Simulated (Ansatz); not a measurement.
**NiO under changes of volume**

One of the cells (9.076 Å³/atom); the others are scaled copies at fixed shape and fractional positions:

```
Ni O
1.0
     0.00000    2.08590    2.08590
     2.08590    0.00000    2.08590
     2.08590    2.08590    0.00000
Ni O
1 1
Direct
  0.00000 0.00000 0.00000
  0.50000 0.50000 0.50000
```

| Property | Result |
| --- | --- |
| Program | Ansatz 0.2.0 |
| Functional | PBE |
| Potentials or basis | PseudoDojo stringent (PBE files) |
| Cutoff | 1415 eV |
| Density cutoff | 5660 eV |
| k mesh | 11 × 11 × 11 |
| Occupations | fermi-dirac, width 0.05 eV |
| Spin | collinear spin, ferromagnetic start |
| Starting moments | [1.0, 0.0] μB |

```csv
volume (Å³/atom),energy over the lowest point (meV/atom),pressure (GPa),moment (μB per cell)
8.531,?,?,?
8.713,30.09,14.6,1.72
8.894,15.58,10.3,1.79
9.076,6.00,6.2,1.83
9.257,0.96,2.4,1.86
9.439,0.00,-1.0,1.89
9.620,2.71,-4.1,1.92
```

**Question.** What does the run at 8.531 Å³/atom give?

**Answer.** Energy over the lowest point 49.37 meV/atom; pressure 19.2 GPa; moment 1.63 μB per cell.

Worked out: A Birch-Murnaghan fit of order 3 (a polynomial in V^(-2/3)) to the other rows has its minimum at 9.39 Å³/atom with B0 = V·E''(V) = 173 GPa and B' = 4.2. It gives 50.23 meV/atom at 8.531 Å³/atom, against the run's 49.37, and -dE/dV = 20.3 GPa, against 19.2. A parabola through the other rows of the moment, of slope 0.375 μB per Å³/atom there, extrapolates to 1.66 μB, against the run's 1.63.

Energies are extrapolated to zero smearing.

Caveats: a cell with one magnetic atom can't hold antiferromagnetic order, which such compounds often take.
